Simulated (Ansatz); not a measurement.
# TaC: one crystal by all-electron and frozen-core methods, part 2 of 2

The same cell of TaC is computed with LAPW, all electrons, PAW on the default files and datasets made for this crystal, to set the results side by side.

Ansatz 0.2.0; DFT LDA; a database cell (COD). «Crystal datasets» are all-electron PAW datasets made for this crystal. The steps go on from the part before.

## 4. Datasets made for this crystal

Input file input.yaml:

```yaml
crystal:
  lattice:
    - [0.0, 2.227, 2.227]
    - [2.227, 0.0, 2.227]
    - [2.227, 2.227, 0.0]
  atoms:
    - { symbol: Ta, position: [0.0, 0.0, 0.0] }
    - { symbol: C, position: [0.5, 0.5, 0.5] }
kpoints:
  mp_grid: { grid: [16, 16, 16] }
  band_path:
    path:
      - [0.0, 0.0, 0.0]
      - [0.5, 0.0, 0.5]
      - [0.625, 0.25, 0.625]
      - [0.375, 0.375, 0.75]
      - [0.0, 0.0, 0.0]
      - [0.5, 0.5, 0.5]
      - [0.5, 0.25, 0.75]
      - [0.5, 0.0, 0.5]
    npoints: 8
scf:
  occupations: { method: fermi_dirac, width: 0.05 }
hamiltonian:
  xc: lda
  pseudopotentials: { kind: all_electron, datasets: crystal }
output:
  forces: true
  stress: true
  eigenvalues: true
  efg: { contact_densities: true }
```

The run is started by

```console
$ ansatz run input.yaml --threads 1 --pin off --max-ram 3072MiB --backend cpu --events-out ev --progress --plain --runs-dir out
```

The program printed:

```text
hamiltonian.pseudopotentials.datasets: crystal makes datasets for this crystal and solves the spheres of its atoms anew in each pass: cutoff 460.0 eV, the density's 1840.0 eV; for an error of 0.50 meV an atom under PBE, 1.0 meV for the cell; an energy difference from a run of another recipe may be off by several times the error for the cell, under r2SCAN by more, where some 0.1 meV an atom stays at smaller errors; C in spheres of 0.878 Å, 4 of its electrons in bands; Ta in spheres of 1.344 Å, 27 of its electrons in bands
band count auto-derived: 22 (N_el = 31.0; filled up to band 16; 20 by the electrons, moments and atoms)
Ta: output.efg is read without spin–orbit coupling, which moves field gradients at and beside such atoms by some per cent and up to a factor of two; PAW files take it under magnetization.noncollinear and magnetization.spin_orbit
Engine: ansatz 0.2.0
Pseudopotentials: kind: all_electron
Pseudopotential: Ta, paw, valence charge 27, recommended cutoff 460 eV (normal), Koelling and Harmon's equation, gaussian nucleus
Pseudopotential: C, paw, valence charge 4, recommended cutoff 460 eV (normal), Koelling and Harmon's equation, gaussian nucleus
Functional definition: SPW92
  exchange = slater_x
  correlation = pw_c
Crystal: 2 atoms, lattice volume = 22.090 Å³
Basis set: ecut = 460 eV, 531 PW (Γ)
Bands: 22, of which v1, the nominal top of the filled ones, is band 16 counted from 1 (15 counted from 0)
Symmetry: 48 space group operations
Space group: Fm-3m (ITA 225), of the structure as read, at distance tolerance 2.8e-5 Å
k-points: 145 of 4096
Non-local potential: Ta, projectors of the file, l = 0: 2, l = 1: 2, l = 2: 1, l = 3: 2
Non-local potential: C, projectors of the file, l = 0: 1, l = 1: 1
PAW form: soft (Blöchl's): semilocal exchange-correlation on the pseudo side does not see the compensation charge
PAW one-centre angular grid: Ta, 590 points (default); XC on its mesh's 1815 points in the sphere
PAW one-centre angular grid: C, 110 points (default); XC on its mesh's 1927 points in the sphere
Initial density: superposition of atomic densities (neutral atoms: chi_scale 0, normalization atom)
Initial wavefunctions: pseudopotential atomic-orbital guess
Functional: x = slater, c = lda
iter 1 solved again at ethr=4.19e-2 eV; its pass at ethr=1.00e-1 eV (dr2=1.30e1 eV) is discarded
SCF iter   1: F=—  HF=-425353.212375 eV  |F-HF|=—  |Δ(HF+E_count)|=         —  Δρ=1.99e-1  dr2=1.23e1  ethr=4.19e-2  ⟨swp⟩=2.0  Hψ=16314  notcnv=0
preconditioner: auto → Kerker (q_TF=auto, 2.887 Å⁻¹)  [metal: Δε(μ)=0.046 eV  Ē_g=24.362 eV  σ=0.050 eV  W_gap=0.22  n_scr=14 (ndim 8)  ℏωp=42.5 eV  f_vac=0.000  D(μ)=0.61/eV (n_scr^D=0)]
SCF iter   2: F=—  HF=-425350.562945 eV  |F-HF|=—  |Δ(HF+E_count)|=    2.65e0  Δρ=7.95e-2  dr2=2.04e0  ethr=3.97e-2  ⟨swp⟩=2.6  Hψ=6526  notcnv=0
iter 3 solved again at ethr=3.21e-4 eV; its pass at ethr=6.58e-3 eV (dr2=9.97e-2 eV) is discarded
SCF iter   3: F=—  HF=-425349.919202 eV  |F-HF|=—  |Δ(HF+E_count)|=   6.44e-1  Δρ=2.64e-2  dr2=1.00e-1  ethr=3.21e-4  ⟨swp⟩=2.0  Hψ=13043  notcnv=0  defer=3
SCF iter   4: F=—  HF=-425349.936506 eV  |F-HF|=—  |Δ(HF+E_count)|=   1.73e-2  Δρ=1.44e-2  dr2=2.27e-2  ethr=3.21e-4  ⟨swp⟩=3.1  Hψ=6901  notcnv=0  defer=1
SCF iter   5: F=—  HF=-425349.952338 eV  |F-HF|=—  |Δ(HF+E_count)|=   1.58e-2  Δρ=3.45e-3  dr2=1.21e-3  ethr=7.31e-5  ⟨swp⟩=3.0  Hψ=9006  notcnv=0  defer=2
SCF iter   6: F=—  HF=-425349.950783 eV  |F-HF|=—  |Δ(HF+E_count)|=   1.56e-3  Δρ=8.84e-4  dr2=1.14e-4  ethr=3.90e-6  ⟨swp⟩=3.0  Hψ=7466  notcnv=0
SCF iter   7: F=—  HF=-425349.952478 eV  |F-HF|=—  |Δ(HF+E_count)|=   1.70e-3  Δρ=3.38e-4  dr2=1.26e-5  ethr=3.67e-7  ⟨swp⟩=3.0  Hψ=9320  notcnv=0
SCF iter   8: F=—  HF=-425349.952482 eV  |F-HF|=—  |Δ(HF+E_count)|=   3.71e-6  Δρ=9.31e-5  dr2=1.70e-6  ethr=4.06e-8  ⟨swp⟩=2.1  Hψ=5496  notcnv=0
SCF iter   9: F=—  HF=-425349.952482 eV  |F-HF|=—  |Δ(HF+E_count)|=   9.76e-8  Δρ=9.13e-6  dr2=1.47e-8  ethr=5.48e-9  ⟨swp⟩=2.8  Hψ=5703  notcnv=0
SCF iter  10: F=-425349.952482 eV  HF=-425349.952482 eV  |F-HF|=1.86e-9  |Δ(HF+E_count)|=   1.57e-8  Δρ=1.67e-6  dr2=7.23e-10  ethr=4.73e-11  ⟨swp⟩=3.0  Hψ=6708  notcnv=0
SCF 1 converged in 10 iterations: F = -425349.952482 eV  dr2 = 7.23e-10
  Residual-converged pass: ⟨swp⟩=2.0  Hψ=3910  notcnv=0  max |occ|·‖R‖ = 5.2e-6 eV (tolerance 5.3e-6 eV)  dr2=7.11e-10  dr2_onsite=5.70e-9  max |Δocc| = 3.6e-11
NSCF: frozen V_eff on 57 k-points
SCF converged after 10 iterations
Free energy (F): -425349.952482 eV
Harris-Foulkes:  -425349.952482 eV  (|F-HF|=1.86e-9)
Internal energy: -425349.949229 eV  (E = F + TS)
E sigma→0 (E₀):  -425349.950856 eV
Entropy (-TS):   -0.003253 eV (-1.626 meV/atom)
Past the cutoff: the bands carry plane waves up to 1.75 times it, of which those up to 1.5 times it add -0.000369 eV an atom, each by itself; the spheres take 0.000380 eV an atom off the energy for waves past 1.75 times it
By the cutoff:   a pressure is off by up to 0.011 GPa (1.2 times the spheres' own share and the shells' term, over an atom's volume, and 0.004 GPa: a bound that held against runs at twice the plane waves)
Past the cutoffs: a stress includes 0.0098 GPa for waves and charges beyond them, in addition to the slope of what the spheres take
In the spheres:  the bands' charges fall short by 1.4e-7 e at most (sound up to 1e-3)
Fermi energy:    24.760454 eV
--- Per-component energies (eV) ---
  The terms above E_closure are by the made datasets' own strengths, without shells solved beside the bands.
--- Forces (eV/Å), atoms counted from 1 ---
  atom   1  Ta    -0.00000000     0.00000000    -0.00000000
  atom   2  C      0.00000000    -0.00000000     0.00000000
  max |Σ_I F_I| component: 4.17e-30 eV/Å
--- Stress (GPa, compression-positive) ---
       -9.402929       0.000000      -0.000000
        0.000000      -9.402929       0.000000
       -0.000000      -0.000000      -9.402929
  P = ⅓ Tr σ = -9.4029 GPa (-94.029 kbar)
--- PAW observables at the nuclei: V_zz in 10²¹ V/m², potentials from the cell's mean, atoms counted from 1 ---
  atom   1  Ta V_zz =    +0.000000   η = 0.0000   by run symmetry: forbidden
            electrostatic potential = -14494.486874 V   contact ρ = 8119518.363533 e/Å³
  atom   2  C  V_zz =    -0.000000   η = 0.0000   by run symmetry: forbidden
            electrostatic potential = -428.701146 V   contact ρ = 852.128691 e/Å³
--- Band table (eV; the first three rows and the last of 145) ---
  k-point 0: bands = ["-43.9105", "-10.1828", "-10.1828", "-10.1828", "4.2663", "4.2670", "4.2670", "4.2670", "4.3147", "4.3147", "4.3147", "10.1532", "23.4229", "23.4229", "23.4229", "24.3501", "24.3501", "24.3501", "25.4181", "25.4181"]
  k-point 1: bands = ["-43.9087", "-10.2120", "-10.1858", "-10.1858", "4.2664", "4.2674", "4.2682", "4.2682", "4.3134", "4.3134", "4.3148", "10.2645", "22.8520", "23.1942", "23.1942", "23.9443", "23.9443", "24.6937", "26.2703", "26.2703"]
  k-point 2: bands = ["-43.9036", "-10.2943", "-10.1941", "-10.1941", "4.2649", "4.2704", "4.2715", "4.2715", "4.3096", "4.3096", "4.3150", "10.5897", "21.8458", "22.3429", "22.3429", "24.0938", "24.0938", "25.1063", "27.6144", "27.6144"]
  k-point 144: bands = ["-43.8480", "-10.6333", "-10.6333", "-10.4456", "4.2824", "4.2824", "4.2848", "4.2892", "4.2933", "4.2933", "4.3002", "13.1890", "19.5283", "19.8544", "19.8544", "26.3929", "26.3929", "28.8513", "29.7207", "31.2186"]
```

Wall time 33 s (1 thread of Arm Neoverse V2, shared host); peak memory 0.7 GiB.

Result: pressure -9.40 GPa; no gap.

| atom | contact density (e/Å³) |
| --- | --- |
| Ta1 | 8119518 |
| C2 | 852.1287 |

## 5. Side by side

| method | pressure (GPa) | SCF cycles, all passes |
| --- | --- | --- |
| LAPW | -9.40 | 10 |
| PAW | -9.24 | 6 |
| crystal datasets | -9.40 | 10 |

## 6. Summary of results

The summary covers parts 1 to 2.

```
           quantity                                              value
           pressure  LAPW -9.40, PAW -9.24, crystal datasets -9.40 GPa
         gap (LAPW)                                               none
Bader charges (PAW)                              Ta1 +1.82, C2 -1.82 e
  highest ELF (PAW)                                0.78, 0.73 Å from C
```

In words: The pressure of -9.4 GPa pushes the cell to shrink, with the atoms held in place. With 49 electrons in the bands of a cell, and no spin, a band must be partly filled: it is a metal at this level. Ta 5d carries the largest share, 71 %, of the projected states within 0.3 eV of the Fermi level. The projection holds only the free atom's occupied shells (Ta 6s, Ta 5d, C 2s, C 2p in this range). In pressure, PAW differs from LAPW by +0.16 GPa. LAPW took about 2.7 times as long as PAW (49 s against 18 s, on a shared host and with the outputs that each input asks for). Spin-orbit coupling is left out, though the cell holds Ta; in elements this heavy it can shift bands and gaps by tenths of an eV.
